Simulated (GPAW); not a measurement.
A run of GPAW 26.7.0 is set up as follows.

File run.py:

```python
import numpy as np
from ase.dft.bandgap import bandgap
from ase.io import write
from ase.spacegroup import crystal
from ase.units import GPa
from gpaw import GPAW, PW
from gpaw.spinorbit import soc_eigenstates

# Ga 4a
# N 4d
atoms = crystal(['Ga', 'N'],
                basis=[[0.0, 0.0, 0.0],
                       [0.25, 0.25, 0.75]],
                spacegroup=216, setting=1,  # F-43m
                cellpar=[4.50700122, 4.50700122, 4.50700122, 90.0, 90.0, 90.0],
                primitive_cell=True)

calc = GPAW(mode=PW(800),
            xc='M06-L',
            kpts={'size': (10, 10, 10), 'gamma': True},
            occupations={'name': 'fermi-dirac', 'width': 0.05},
            nbands=11,
            convergence={'density': 1e-05, 'energy': 1e-05},
            maxiter=150,
            txt='gpaw.txt')
atoms.calc = calc
energy = atoms.get_potential_energy()
forces = atoms.get_forces()
stress = atoms.get_stress()
calc.write('gs.gpw')
write('result.traj', atoms)
print(f'Energy: {energy:.6f} eV')
print('Forces (eV/A):')
print(forces.round(4))
print('Stress (GPa):', (stress / GPa).round(3))
print('Fermi level:', round(calc.get_fermi_level(), 4), 'eV')
print(f'Gap: {bandgap(calc)[0]:.4f} eV, direct: {bandgap(calc, direct=True)[0]:.4f} eV')

path = atoms.cell.bandpath('GXWKGLUWLK,UX', npoints=80, eps=1e-4)
bs_calc = calc.fixed_density(kpts=path, symmetry='off', nbands=19,
                             convergence={'bands': 'CBM+6.0', 'eigenstates': 1e-6}, txt='bands.txt')
bs = bs_calc.band_structure()
bs.write('bs.json')
print(f'Gap on the path: {bandgap(bs_calc)[0]:.4f} eV')

soc = soc_eigenstates(bs_calc, theta=90, phi=0, ignore_xc_potential=True)
np.savetxt('soc_bands.dat', soc.eigenvalues(), fmt='%.4f')
mesh = soc_eigenstates('gs.gpw', theta=90, phi=0, ignore_xc_potential=True)
np.savetxt('soc_mesh.dat', mesh.eigenvalues(), fmt='%.4f')
print('Fermi level with spin-orbit coupling:', round(mesh.fermi_level, 4), 'eV')
```

Potentials or basis: GPAW PAW data sets (gpaw-data 1.2.1), pw.

Command:

```bash
$ OMP_NUM_THREADS=1 python run.py
```

Estimate the band gap on the k mesh.

1.90 eV, direct.

Estimate the band gap along the path.

1.91 eV, direct.

Predict the pressure.

13.7 GPa.

Levels at the corners of the path, in eV from the valence-band top:
```tsv
point	band 4	band 5	band 6	band 7	band 8	band 9	band 10	band 11	band 12
Γ	-0.02	0.00	0.00	0.00	0.00	1.91	1.91	11.09	11.09
X	-6.14	-2.63	-2.63	-2.59	-2.59	3.64	3.64	7.16	7.16
W	-5.56	-3.76	-3.75	-3.52	-3.46	6.51	6.51	9.16	9.17
K	-5.77	-4.24	-4.20	-2.10	-2.10	5.34	5.34	8.48	8.48
Γ	-0.02	0.00	0.00	0.00	0.00	1.91	1.91	11.09	11.09
L	-6.94	-0.96	-0.96	-0.92	-0.92	5.12	5.12	9.09	9.09
U	-5.77	-4.24	-4.20	-2.10	-2.10	5.34	5.34	8.48	8.48
W	-5.56	-3.76	-3.75	-3.52	-3.46	6.51	6.51	9.16	9.17
L	-6.94	-0.96	-0.96	-0.92	-0.92	5.12	5.12	9.09	9.09
K	-5.77	-4.24	-4.20	-2.10	-2.10	5.34	5.34	8.48	8.48
U	-5.77	-4.24	-4.20	-2.10	-2.10	5.34	5.34	8.48	8.48
X	-6.14	-2.63	-2.63	-2.59	-2.59	3.64	3.64	7.16	7.16
```

Caveat: spin-orbit coupling was added after a scalar SCF, so levels and gaps hold it while energy, forces, pressure and moments don't; this program's spin-orbit splittings come out too wide for heavy elements; the PAW data sets were made with another functional, which shifts forces and pressure a little.

**The experiment to reproduce.**

From a printed reference work, textbook, for a bulk crystal of GaN at 0 K: band gap 3.299 eV (direct).

A measured gap of GaN is 3.299 eV (direct; 0 K; a printed reference work, textbook); the calculated 1.91 eV misses it by -1.39 eV. The value is that of M06-L, without temperature or zero-point motion. The cell is a database's relaxed one, not the measured one, which moves gaps too.
